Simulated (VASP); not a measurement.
CdO (Monteponite):

```
CELL_PARAMETERS angstrom
0.00000 2.34950 2.34950
2.34950 0.00000 2.34950
2.34950 2.34950 0.00000
ATOMIC_POSITIONS crystal
Cd 0.00000 0.00000 0.00000
O 0.50000 0.50000 0.50000
```

* Program: VASP 6.6.1
* Task: relaxation of cell and atoms
* Functional: RPBE
* Dispersion: D3(BJ)
* Potentials or basis: VASP PAW PBE potentials, release 64 (Cd, O)
* Cutoff: 600 eV
* k mesh: 10 × 10 × 10
* Occupations: fermi-dirac, width 0.05 eV
* Spin: no spin polarisation

At the start: pressure -9.5 GPa; volume 12.97 Å³/atom.

Question: How do energy, volume and symmetry change on relaxing?

Answer: Over 3 steps the energy falls by 25.2 meV/atom and the volume is 12.18 Å³/atom (-6.1 %); space group Fm-3m (No. 225, to 0.05 Å).

The path:
```tsv
step	energy change (eV)	largest force (eV/Å)	pressure (GPa)	volume (Å³)
1	0.0000	0.0000	-9.49	25.94
2	-0.0151	0.0000	9.99	23.16
3	-0.0503	0.0000	-0.06	24.36
```

Final structure:
```
Cd O
1.0
     0.00000    2.30073    2.30073
     2.30073    0.00000    2.30073
     2.30073    2.30073    0.00000
Cd O
1 1
Direct
  0.00000 0.00000 0.00000
  0.50000 0.50000 0.50000
```

Caveat: the PAW data sets were made with another functional, which shifts forces and pressure a little; pairwise dispersion overbinds metals, which lowers pressure and volume.
